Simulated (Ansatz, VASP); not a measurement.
# ZnO (zincite) in two plane-wave programs

Wanted: the spread between two codes on one cell, functional and k mesh.

Calculated with Ansatz 0.2.0; plane waves, with VASP 6.6.1 beside it; single point at PBEsol and single point at LDA.

## 1. Starting point

Symmetry: P6_3mc, No. 186, hexagonal system. The conventional cell has a = 3.249 Å, b = 3.249 Å, c = 5.206 Å, α = 90.00°, β = 90.00°, γ = 120.00°. Nearest to Zn lie 4 O at 1.97 to 1.98 Å. O has 4 Zn at 1.97 to 1.98 Å nearest. Farther neighbours and most contacts between anions are not listed.

## 2. VASP: single point, PBEsol

A single point gives forces, pressure and levels at one fixed geometry, so differences don't come from the geometry; what else differs is listed under the comparison.

Lines of VASP's logs that name or quote its potential files are left out, and so is its time.

Input file INCAR:

```
SYSTEM = ZnO
PREC = Accurate
ENCUT = 520
EDIFF = 1E-05
NELM = 100
ISMEAR = 0
SIGMA = 0.05
LREAL = .FALSE.
ALGO = Normal
GGA = PS
NBANDS = 24
LORBIT = 11
LWAVE = .FALSE.
LCHARG = .FALSE.
KPAR = 8
```

Input file POSCAR:

```
ZnO
1.0
    3.2493080000      0.0000000000      0.0000000000
   -1.6246540000      2.8139832727      0.0000000000
    0.0000000000      0.0000000000      5.2057090000
Zn O
2 2
Direct
    0.6666666667      0.3333333333      0.0000000000
    0.3333333333      0.6666666667      0.5000000000
    0.3333333333      0.6666666667      0.8790100000
    0.6666666667      0.3333333333      0.3790100000
```

Input file KPOINTS:

```
Automatic mesh
0
Gamma
9 9 4
0 0 0
```

The projector-augmented-wave data sets are Zn and O (PBE family, release 64).

On the command line:

```sh
> mpirun -np 8 vasp_std
```

Numbers of over 12 decimals in the logs are rounded to 6 here.

The program printed:

```text
[banner, memory and clock lines left out]
running    8 mpi-ranks, on    1 nodes
 distrk:  each k-point on    1 cores,    8 groups
 distr:  one band on    1 cores,    1 groups

 POSCAR found type information on POSCAR ZnO
 POSCAR found :  2 types and       4 ions
|                                                                             |
|           W    W    AA    RRRRR   N    N  II  N    N   GGGG   !!!           |
|           W    W   A  A   R    R  NN   N  II  NN   N  G    G  !!!           |
|           W    W  A    A  R    R  N N  N  II  N N  N  G       !!!           |
|           W WW W  AAAAAA  RRRRR   N  N N  II  N  N N  G  GGG   !            |
|           WW  WW  A    A  R   R   N   NN  II  N   NN  G    G                |
|           W    W  A    A  R    R  N    N  II  N    N   GGGG   !!!           |
|                                                                             |
|     For optimal performance we recommend to set                             |
|       NCORE = 2 up to number-of-cores-per-socket                            |
|     NCORE specifies how many cores store one orbital (NPAR=cpu/NCORE).      |
|     This setting can greatly improve the performance of VASP for DFT.       |
|     The default, NCORE=1 might be grossly inefficient on modern             |
|     multi-core architectures or massively parallel machines. Do your        |
|     Unfortunately you need to use the default for GW and RPA                |
|     calculations (for HF NCORE is supported but not extensively tested      |
|     yet).                                                                   |
|                                                                             |

|                                                                             |
|               ----> ADVICE to this user running VASP <----                  |
|                                                                             |
|     You enforced a specific xc type in the INCAR file but a different       |
|     [... a line on the potential file left out ...]
|     I HOPE YOU KNOW WHAT YOU ARE DOING!                                     |
|                                                                             |

 LDA part: xc-table for (Slater+PW92), standard interpolation
 POSCAR, INCAR and KPOINTS ok, starting setup
 FFT: planning ... GRIDC
 FFT: planning ... GRID_SOFT
 FFT: planning ... GRID
 WAVECAR not read
 entering main loop
       N       E                     dE             d eps       ncg     rms          rms(c)
DAV:   1     0.287189330189E+03    0.28719E+03   -0.18569E+04  1728   0.219E+03
DAV:   2     0.604934301713E+01   -0.28114E+03   -0.26604E+03  1904   0.425E+02
DAV:   3    -0.217629755104E+02   -0.27812E+02   -0.27606E+02  1952   0.141E+02
DAV:   4    -0.222069698424E+02   -0.44399E+00   -0.44370E+00  2016   0.189E+01
DAV:   5    -0.222096926873E+02   -0.27228E-02   -0.27228E-02  1952   0.139E+00    0.140E+01
DAV:   6    -0.193076608663E+02    0.29020E+01   -0.77660E+00  3016   0.654E+01    0.905E+00
DAV:   7    -0.194506005556E+02   -0.14294E+00   -0.23748E+00  1816   0.169E+01    0.536E+00
DAV:   8    -0.194536621414E+02   -0.30616E-02   -0.59143E-01  2440   0.744E+00    0.162E+00
DAV:   9    -0.194042371585E+02    0.49425E-01   -0.11131E-01  2632   0.640E+00    0.358E-01
DAV:  10    -0.194062651360E+02   -0.20280E-02   -0.41682E-02  1760   0.145E+00    0.121E-01
DAV:  11    -0.194062344634E+02    0.30673E-04   -0.94993E-04  2232   0.355E-01    0.283E-02
DAV:  12    -0.194062631442E+02   -0.28681E-04   -0.53483E-05  2144   0.129E-01    0.231E-02
DAV:  13    -0.194062591814E+02    0.39629E-05   -0.11393E-05  1288   0.833E-02
   1 F= -.19406259E+02 E0= -.19406259E+02  d E =-.120314E-11
```

OUTCAR, selected parts (step 2):

```text
ion  position               nearest neighbor table
   1  0.667  0.333  0.000-   4 1.97   3 1.98   3 1.98   3 1.98
   2  0.333  0.667  0.500-   3 1.97   4 1.98   4 1.98   4 1.98
   3  0.333  0.667  0.879-   2 1.97   1 1.98   1 1.98   1 1.98
   4  0.667  0.333  0.379-   1 1.97   2 1.98   2 1.98   2 1.98

  LATTYP: Found a hexagonal cell.
 ALAT       =     3.2493080000
 C/A-ratio  =     1.6020977390

 Subroutine GETGRP returns: Found 12 space group operations
 (whereof  6 operations were pure point group operations)

The static configuration has the point symmetry C_3v.
 The point group associated with its full space group is C_6v.

 Found     36 irreducible k-points:

   k-points           NKPTS =     36   k-points in BZ     NKDIM =     36   number of bands    NBANDS=     24

   dimension x,y,z NGX =    24 NGY =   24 NGZ =   40
   dimension x,y,z NGXF=    48 NGYF=   48 NGZF=   80

   ENCUT  =  520.0 eV  38.22 Ry    6.18 a.u.   6.04  6.04  9.68*2*pi/ulx,y,z

   NELECT =      36.0000    total number of electrons

 k-points in reciprocal lattice and weights: Automatic mesh
   0.00000000  0.00000000  0.00000000       0.003
   0.11111111  0.00000000  0.00000000       0.019
   0.22222222  0.00000000  0.00000000       0.019
   0.33333333  0.00000000  0.00000000       0.019
   0.44444444  0.00000000  0.00000000       0.019
   0.11111111  0.11111111  0.00000000       0.019
   0.22222222  0.11111111  0.00000000       0.037
   0.33333333  0.11111111  0.00000000       0.037
   0.44444444  0.11111111  0.00000000       0.019
[...]
0.33333333  0.22222222  0.50000000       0.037
   0.33333333  0.33333333  0.50000000       0.006

 average (electrostatic) potential at core
       1 -35.6510       2 -35.6510       3 -73.1888       4 -73.1888

 E-fermi :   1.2640

 k-point     1 :       0.0000    0.0000    0.0000
  band No.  band energies     occupation
    ...
     14       0.2280      2.00000
     15       0.2280      2.00000
     16       0.9750      2.00000
     17       1.0472      2.00000
     18       1.0472      2.00000
     19       1.7312      0.00000
     20       6.1456      0.00000
     21       9.1876      0.00000
     22      13.7636      0.00000
     23      13.7636      0.00000
    ...

 k-point     2 :       0.1111    0.0000    0.0000
  band No.  band energies     occupation
    ...
     14      -0.2198      2.00000
     15       0.0623      2.00000
     16       0.3310      2.00000
     17       0.8910      2.00000
     18       0.9598      2.00000
     19       2.6149      0.00000
     20       6.6546      0.00000
     21       9.1749      0.00000
     22      12.5735      0.00000
     23      13.8858      0.00000
    ...

 k-point     3 :       0.2222    0.0000    0.0000
  band No.  band energies     occupation
    ...
     14      -1.2159      2.00000
     15      -0.4808      2.00000
     16      -0.3562      2.00000
     17       0.6327      2.00000
     18       0.7262      2.00000
     19       3.8868      0.00000
     20       7.7280      0.00000
     21       9.1110      0.00000
     22      10.8813      0.00000
     23      12.8219      0.00000
    ...

  Total       -0.4051305     -0.4051305      0.1097526      0.0000000      0.0000000      0.0000000
  in kB      -13.6368247    -13.6368247      3.6943097      0.0000000      0.0000000      0.0000000
  external PRESSURE =      -7.8597799 kB  Pullay stress =       0.0000000 kB

  energy-cutoff  :      520.00
  volume of cell :       47.60
      direct lattice vectors                 reciprocal lattice vectors
     3.249308000  0.000000000  0.000000000     0.307757836  0.177684070  0.000000000
    -1.624654000  2.813983273  0.000000000     0.000000000  0.355368139  0.000000000
     0.000000000  0.000000000  5.205709000     0.000000000  0.000000000  0.192096792

 POSITION                                       TOTAL-FORCE (eV/Angst)
 -----------------------------------------------------------------------------------
      1.62465      0.93799      0.00000        -0.000000     -0.000000     -0.066314
     -0.00000      1.87599      2.60285         0.000000      0.000000     -0.066314
     -0.00000      1.87599      4.57587         0.000000     -0.000000      0.066314
      1.62465      0.93799      1.97302         0.000000      0.000000      0.066314
 -----------------------------------------------------------------------------------
    total drift:                               -0.000000     -0.000000     -0.000170

  FREE ENERGIE OF THE ION-ELECTRON SYSTEM (eV)
  ---------------------------------------------------
  free  energy   TOTEN  =       -19.4062591814 eV

  energy  without entropy=      -19.4062591814  energy(sigma->0) =      -19.40625918

 total charge
# of ion       s       p       d       tot
------------------------------------------
    1        0.463   0.495   9.903  10.860
    2        0.463   0.495   9.903  10.860
    3        1.544   3.437   0.000   4.981
    4        1.544   3.437   0.000   4.981
--------------------------------------------------
tot          4.014   7.863  19.806  31.683

[... 3 further parts left out ...]
```

The run ends at a pressure of -0.79 GPa, with forces up to 0.066 eV/Å.

## 3. Ansatz: single point, PBEsol

Ansatz runs on its default PAW (the set named soft_2) files.

The same cell, functional, mesh and smearing now go to Ansatz, which takes its cutoff from its data sets.

Input file input.yaml:

```yaml
crystal:
  lattice:
    - [3.249308, 0.0, 0.0]
    - [-1.624654, 2.8139832727, 0.0]
    - [0.0, 0.0, 5.205709]
  atoms:
    - { symbol: Zn, position: [0.6666666667, 0.3333333333, 0.0] }
    - { symbol: Zn, position: [0.3333333333, 0.6666666667, 0.5] }
    - { symbol: O, position: [0.3333333333, 0.6666666667, 0.87901] }
    - { symbol: O, position: [0.6666666667, 0.3333333333, 0.37901] }
hamiltonian:
  xc: pbesol
  pseudopotentials: { kind: paw }
kpoints:
  mp_grid: { grid: [9, 9, 4] }
scf:
  occupations: { method: gaussian, width: 0.05 }
  n_extra_bands: 5
output:
  forces: true
  stress: true
  eigenvalues: true
```

On the command line:

```sh
> ansatz run input.yaml --threads 2 --pin off --max-ram 4608MiB --backend cpu --events-out ev --progress --plain --runs-dir out
```

The program printed:

```text
scf.n_extra_bands = 5 over 18 filled bands (N_el = 36.0): the run solves 23 bands
Engine: ansatz 0.2.0, aarch64-unknown-linux-gnu
Pseudopotentials: kind: paw
Pseudopotential: Zn, paw, valence charge 12, recommended cutoff 420 eV (normal), Zn.paw.azcp
Pseudopotential: O, paw, valence charge 6, recommended cutoff 420 eV (normal), O.paw.azcp
Functional definition: PBEsol
  exchange = pbesol_x
  correlation = pbesol_c
Crystal: 4 atoms, lattice volume = 47.598 Å³
Basis set: ecut = 420 eV, 941 PW (Γ), exchange–correlation on 48×48×72 points (8 copies of the dense FFT grid, shifted against one another)
Bands: 23, of which v1, the nominal top of the filled ones, is band 18 counted from 1 (17 counted from 0)
Symmetry: 12 space group operations
Space group: P63mc (ITA 186), of the structure as read, at distance tolerance 3.6e-5 Å
k-points: 36 of 324 (time reversal used)
Non-local potential: Zn, projectors of the file, l = 0: 2, l = 1: 2, l = 2: 3, l = 3: 1
Non-local potential: O, projectors of the file, l = 0: 2, l = 1: 2, l = 2: 1
PAW form: soft (Blöchl's): semilocal exchange-correlation on the pseudo side does not see the compensation charge
PAW frozen core: Zn, regenerated for the run's functional, and the local potential with it (the file was generated under x = pbe(κ = 0.804, μ = 0.219515), c = pbe(β = 0.066725))
PAW frozen core: O, regenerated for the run's functional, and the local potential with it (the file was generated under x = pbe(κ = 0.804, μ = 0.219515), c = pbe(β = 0.066725))
PAW one-centre angular grid: Zn, 590 points (default); XC on 64 Gauss nodes
PAW one-centre angular grid: O, 110 points (default); XC on 64 Gauss nodes
Initial density: superposition of atomic densities (neutral atoms: chi_scale 0, normalization atom), corrected by the library's trained network
Initial wavefunctions: pseudopotential atomic-orbital guess
Functional: x = pbesol(κ = 0.804, μ = 0.123457), c = pbesol(β = 0.046)
SCF iter   1: F=—  HF=-7684.279102 eV  |F-HF|=—  |Δ(HF+E_count)|=         —  Δρ=1.58e-2  dr2=9.55e-2  ethr=1.77e-3  ⟨swp⟩=6.3  Hψ=3785  notcnv=0
preconditioner: auto → Resta (q_TF=auto, 2.604 Å⁻¹)  ε∞=6.9  [insulator: Δε(μ)=0.559 eV  Ē_g=13.282 eV  σ=0.050 eV  W_gap=1.00  n_scr=22 (ndim 8)  ℏωp=32.3 eV  f_vac=0.035  D(μ)=0.00/eV (n_scr^D=0)  ε∞_Penn≈6.9]
SCF iter   2: F=—  HF=-7684.254073 eV  |F-HF|=—  |Δ(HF+E_count)|=   2.50e-2  Δρ=2.14e-3  dr2=9.92e-4  ethr=2.65e-4  ⟨swp⟩=3.0  Hψ=1902  notcnv=0  defer=35
SCF iter   3: F=—  HF=-7684.254067 eV  |F-HF|=—  |Δ(HF+E_count)|=   6.19e-6  Δρ=1.14e-3  dr2=4.69e-4  ethr=2.76e-6  ⟨swp⟩=1.1  Hψ=815  notcnv=0  defer=36
SCF iter   4: F=—  HF=-7684.254074 eV  |F-HF|=—  |Δ(HF+E_count)|=   7.05e-6  Δρ=4.75e-4  dr2=9.63e-5  ethr=1.30e-6  ⟨swp⟩=1.0  Hψ=792  notcnv=0  defer=36
SCF iter   5: F=—  HF=-7684.254083 eV  |F-HF|=—  |Δ(HF+E_count)|=   9.10e-6  Δρ=2.32e-4  dr2=1.56e-5  ethr=2.67e-7  ⟨swp⟩=2.9  Hψ=1492  notcnv=0  defer=36
SCF iter   6: F=—  HF=-7684.254079 eV  |F-HF|=—  |Δ(HF+E_count)|=   4.24e-6  Δρ=2.49e-5  dr2=2.58e-7  ethr=4.34e-8  ⟨swp⟩=2.0  Hψ=1368  notcnv=0  defer=36
SCF iter   7: F=-7684.254079 eV  HF=-7684.254079 eV  |F-HF|=5.64e-8  |Δ(HF+E_count)|=   3.72e-7  Δρ=9.13e-6  dr2=3.79e-8  ethr=2.78e-10  ⟨swp⟩=7.7  Hψ=3829  notcnv=0
SCF 1 converged in 7 iterations: F = -7684.254079 eV  dr2 = 3.79e-8
  greatest PAW one-centre occupation: 0.987 electrons in one spin orbital (limit 2), on the Zn atom at site 1 (counted from 0), in its partial waves of l = 2
SCF converged after 7 iterations
Free energy (F): -7684.254079 eV
Harris-Foulkes:  -7684.254079 eV  (|F-HF|=5.64e-8)
Internal energy: -7684.254079 eV  (E = F + TS)
E sigma→0 (E₀):  -7684.254079 eV
Fermi energy:    7.412939 eV
--- Per-component energies (eV) ---
  E_band       = 59.535408
  E_kinetic    = 610.216412
  E_local      = -4002.094358  (includes V_loc(G=0)·N_el)
  E_nonlocal   = 1338.077110
  E_hartree    = 1639.925380
  E_xc         = -414.821822
  E_vxc        = -289.279602  (∫ρ·V_xc dr)
  E_paw        = -3894.631577  (= ΣΔE_a)
  E_vpaw       = -877.246771  (= ΣTr[D̂ρ^β])
  E_aug_tail   = 0.004235  (compensation charges beyond the density's cutoff)
  E_ewald      = -2962.594745
  E_core_change = 1.665286  (= ΣΔE_core)
  E_smearing   = -0.000000  (= −TS)
  E_closure    = 0.000000  (closes the sum)
  Σ components = -7684.254079   (vs F -7684.254079, Δ=0.00e0)
--- Forces (eV/Å), atoms counted from 1 ---
  atom   1  Zn    -0.00000000     0.00000000    -0.06203064
  atom   2  Zn    -0.00000000    -0.00000000    -0.06203064
  atom   3  O      0.00000000     0.00000000     0.06203318
  atom   4  O      0.00000000    -0.00000000     0.06203318
  max |Σ_I F_I| component: 5.08e-6 eV/Å
--- Stress (GPa, compression-positive) ---
       -2.002243       0.000000      -0.000000
        0.000000      -2.002243      -0.000000
       -0.000000      -0.000000      -0.349607
  P = ⅓ Tr σ = -1.4514 GPa (-14.514 kbar)
--- Band table (eV; the first three rows and the last of 36) ---
  k-point 0: bands = [... 14 lower, 6.2443, 6.9879, 7.0617, 7.0617, 7.7617, 12.1841, 15.2067, 19.8127, ... 1 higher]
  k-point 1: bands = [... 14 lower, 6.3662, 6.3662, 6.9442, 6.9442, 8.9213, 11.6826, 15.6689, 19.2985, ... 1 higher]
  k-point 2: bands = [... 14 lower, 6.6575, 6.6575, 6.6575, 6.6575, 10.4441, 10.4441, 17.0569, 17.0569, ... 1 higher]
  k-point 35: bands = [... 14 lower, 4.3547, 4.3547, 5.8261, 5.8261, 14.9283, 14.9283, 14.9907, 14.9907, ... 1 higher]
```

Wall time 2.2 s (2 threads of Arm Neoverse V1, shared host); peak memory 0.34 GiB.

The run ends at a pressure of -1.45 GPa, with forces up to 0.062 eV/Å.

## 4. Side by side

Known differences besides the potentials themselves: the cutoff is 420 eV in Ansatz and 520 eV in VASP; Ansatz makes its cores anew for this functional, VASP keeps those of its PBE data sets; VASP leaves aspherical gradient terms in its spheres out (LASPH is not set), Ansatz keeps them. Total energies have different zeros and are not compared.

Both answers:

| quantity | Ansatz | VASP | difference |
| --- | --- | --- | --- |
| pressure (GPa) | -1.45 | -0.79 | -0.67 |
| pressure without Ansatz's Pulay correction (GPa) | -2.21 | -0.79 | -1.43 |
| gap on the k mesh (eV) | 0.700 | 0.684 | +0.016 |

Forces (eV/Å; atoms numbered as in POSCAR):

| atom | Ansatz x, y, z | VASP x, y, z |
| --- | --- | --- |
| Zn1 | 0.000, 0.000, -0.062 | 0.000, 0.000, -0.066 |
| Zn2 | 0.000, 0.000, -0.062 | 0.000, 0.000, -0.066 |
| O3 | 0.000, 0.000, 0.062 | 0.000, 0.000, 0.066 |
| O4 | 0.000, 0.000, 0.062 | 0.000, 0.000, 0.066 |

The forces differ by 2.5 meV/Å r.m.s., which is 6.5 % of the r.m.s. force of 0.04 eV/Å (both taken over all components). A gap on the mesh is an upper bound, since the band edges may lie between its points. Ansatz's pressure holds a Pulay correction of 0.76 GPa; VASP's holds none.

## 5. Other set-ups

Further runs change the set-up of one program: Ansatz's method, potentials or start, or VASP's data sets, cutoff or form of LDA. The table gives Ansatz less VASP for each quantity, since a change that brings one quantity closer may part another.

| run | r.m.s. force difference (meV/Å) | pressure (GPa) | gap on the k mesh (eV) |
| --- | --- | --- | --- |
| as above | 2.5 | -0.67 | 0.016 |
| Ansatz's all-electron LAPW method | 2.6 | -0.74 | 0.032 |

(Continued in part 2 of 2.)

[Lines on the potential files, build, host, timing and source positions are cut from VASP's logs without a mark.]

[Logs are printed without paths, hosts, clocks, repeated set-up lines and the standing remarks that a program may print on its own settings, such as how far it seeks lower states.]

[Hosts, paths, dates, database ids (printed as entryN), source tags and the programs' standing remarks are cut or masked in the printed files.]
